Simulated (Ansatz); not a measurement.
Crystal: LiH.

```xyz
2
Lattice="0.0000 2.0368 2.0368 2.0368 0.0000 2.0368 2.0368 2.0368 0.0000" Properties=species:S:1:pos:R:3 pbc="T T T"
Li    0.0000    0.0000    0.0000
H     2.0368    2.0368    2.0368
```

Base run:

- Program: Ansatz 0.2.0
- Functional: LDA
- Potentials or basis: Ansatz PAW
- Cutoff: 420 eV
- Density cutoff: 1680 eV
- k mesh: 11 × 11 × 11
- Occupations: fermi-dirac, width 0.05 eV
- Spin: no spin polarisation

Its results: band gap on the k mesh 2.85 eV, direct.

**Question.** The run is repeated on the same cell with these changes: functional from LDA to HSE06; k mesh from 11 × 11 × 11 to 8 × 8 × 8. What comes out?

**Answer.** Band gap on the k mesh 4.00 eV, direct.

Several settings changed at once, so the effect can't be laid on one alone.

Caveats: the k mesh misses the band edges, so the gap on the mesh is wider than the one along the path (some runs).

Not every run made on this cell is shown here.
